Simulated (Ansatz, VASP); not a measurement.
Pb in VASP and in Ansatz

```
CELL_PARAMETERS angstrom
3.48000 0.00000 0.00000
-1.74000 3.01377 0.00000
0.00000 0.00000 5.59000
ATOMIC_POSITIONS crystal
Pb 0.33333 0.66667 0.25000
Pb 0.66667 0.33333 0.75000
```

This isn't the form of Pb at room conditions, which is fcc.

Alike in both runs: task single point; functional r2SCAN; k mesh 18 × 18 × 10; occupations gaussian, width 0.15 eV; no spin polarisation.

|  | VASP | Ansatz |
| --- | --- | --- |
| version | VASP 6.6.1 | Ansatz 0.2.0 |
| potentials or method | VASP PAW PBE potentials, release 64 (Pb_d) | scalar-relativistic, plane waves, PAW |
| plane-wave cutoff (eV) | 520 | 500 |
| valence electrons in the cell | 28 | 28 |

```csv
,VASP,Ansatz,Ansatz less VASP
gap on the k mesh at the Fermi level (eV),none,none,-
pressure (GPa),2.8,2.8,0.00
largest component of the traceless stress (GPa),1.38,1.38,-0.007
```

A gap of «none» marks a metal or a gap that the smearing closes.

Caveats: the PAW data sets were made with another functional, which shifts forces and pressure a little (VASP). Spin-orbit coupling is left out, which matters for the levels of Pb.
